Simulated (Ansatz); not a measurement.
The system is C.

```
C
1.0
     2.52210    0.00000    0.00000
    -1.26105    2.18420    0.00000
     0.00000    0.00000    8.23710
C
8
Cartesian
  1.2611 0.7281 6.9501
  0.0000 1.4561 2.8315
  1.2611 0.7281 5.4056
  0.0000 1.4561 1.2870
  0.0000 0.0000 7.4649
  0.0000 0.0000 3.3463
  0.0000 0.0000 4.8908
  0.0000 0.0000 0.7722
```

This is a hexagonal form of diamond, not graphite.

| Property | Result |
| --- | --- |
| Program | Ansatz 0.2.0 |
| Task | single point |
| Functional | PBE |
| Potentials or basis | all-electron LAPW, scalar-relativistic |
| Cutoff | 449 eV (chosen from the basis error) |
| Basis error allowed | 0.001 eV/atom |
| k mesh | 12 × 12 × 4 |
| Occupations | fermi-dirac, width 0.05 eV |
| Spin | no spin polarisation |

On this cell: pressure 2.2 GPa; largest force 0.328 eV/Å; band gap on the k mesh 4.42 eV, indirect (least direct gap 5.19 eV).

The same run follows on a disturbed copy (atoms moved at random, drawn with an rms of 0.05 Å):

```
C
1.0
     2.52210    0.00000    0.00000
    -1.26105    2.18420    0.00000
     0.00000    0.00000    8.23710
C
8
Cartesian
  1.2903 0.7669 6.9884
  -0.0053 1.4879 2.8404
  1.2448 0.6793 5.3775
  0.0260 1.4409 1.2611
  0.0012 0.0055 7.5086
  -0.0189 -0.0097 3.2658
  0.0272 0.0316 4.8588
  0.0117 0.0005 0.7466
```

**Question.** What does the disturbed cell give?

**Answer.** The energy moves by +58.4 meV/atom; pressure 4.5 GPa; largest force 4.035 eV/Å; band gap on the k mesh 3.70 eV, indirect (least direct gap 4.20 eV).

Forces in eV/Å, atoms in the order of the input:
```
C   -1.076 -1.560 -1.050
C   -0.339 -1.672 -2.596
C    1.897  2.768  0.672
C   -0.615  0.771  0.206
C    0.824  0.991 -1.845
C    0.873  1.661  3.573
C   -1.913 -2.500 -0.235
C    0.349 -0.459  1.275
```

Stress tensor (GPa, compression positive):
```
 1.44  0.98  0.95
 0.98 -0.08  1.51
 0.95  1.51 12.22
```

A k mesh can miss the band edges.
